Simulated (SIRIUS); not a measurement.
# Zr in SIRIUS: the effect of functional

Zr:

```
Zr
1.0
    -1.81000    1.81000    1.81000
     1.81000   -1.81000    1.81000
     1.81000    1.81000   -1.81000
Zr
1
Cartesian
  0.0000 0.0000 0.0000
```

This isn't the form of Zr at room conditions, which is hcp.

Alike in all runs:

- Program: SIRIUS 7.10.0
- Task: band structure
- Potentials or basis: PseudoDojo 0.4.1 PBE standard (scalar relativistic)
- Cutoff: 915 eV
- Density cutoff: 3659 eV
- k mesh: 10 × 10 × 10
- Occupations: fermi-dirac, width 0.05 eV
- Spin: no spin polarisation

| functional | pressure (GPa) |
| --- | --- |
| LDA | -9.7 |
| PBE | -3.3 |
| PBEsol | -7.0 |
| RPBE | ? |
| PBEint | -5.8 |

Question: What does the run with functional RPBE give?

Answer: Pressure -1.1 GPa.

Caveats: the potentials were made for another functional, which shifts forces and pressure (some runs).
